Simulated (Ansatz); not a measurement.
This Cd3Hg2Te5 structure is the end of a relaxation. The cell was found from a structure generator's guess, not taken from experiment.

Computed with DFT PBE, scalar-relativistic, plane waves, PAW in Ansatz. Cutoff 420 eV, Γ-centred mesh, Gaussian smearing, no spin polarisation.

```
Cd Hg Te
1.0
    -2.16651    2.16651   15.35894
     2.16651   -2.16651   15.35894
     2.16651    2.16651  -15.35894
Cd Hg Te
3 2 5
Direct
  0.70034 0.70034 0.00000
  0.29966 0.29966 0.00000
  0.50000 0.50000 0.00000
  0.90028 0.90028 0.00000
  0.09972 0.09972 0.00000
  0.79899 0.79899 0.00000
  0.39985 0.39985 0.00000
  0.00000 0.00000 0.00000
  0.60015 0.60015 0.00000
  0.20101 0.20101 0.00000
```

Formation energies are uncorrected and refer to the elements' standard structures at the same level. The references include crystalline Hg.

(1) What space group does it have?

(2) What is its formation energy per atom?

(3) Is it a metal?

Answers

(1) I4/mmm (No. 139), with Cd and Hg ordered on rock salt sites. Conventional cell: a = 4.333 Å, c = 30.718 Å. Around Cd on a site of symmetry 4mm lie 6 Te at 3.03–3.08 Å; Cd on a site of symmetry 4/mmm is surrounded by 6 Te at 3.06–3.08 Å; around Hg lie 6 Te at 3.06–3.11 Å; Te on a site of symmetry 4mm has 5 Cd at 3.03–3.06 Å and 1 Hg at 3.11 Å; 2 more sites not described.

(2) −0.18 eV/atom. It lies below the elements, which doesn't yet make it stable against other compounds or structures.

(3) Yes, bands cross the Fermi level on the 12×12×12 mesh.

The last run used a 12×12×12 mesh for its 10-atom cell and Gaussian smearing of 0.10 eV. Spin–orbit coupling, which can matter for Hg and Te, is left out. The reference form of Te is held partly by dispersion forces, which this level lacks. Symmetry constrained the relaxation, so the result can be a saddle point.
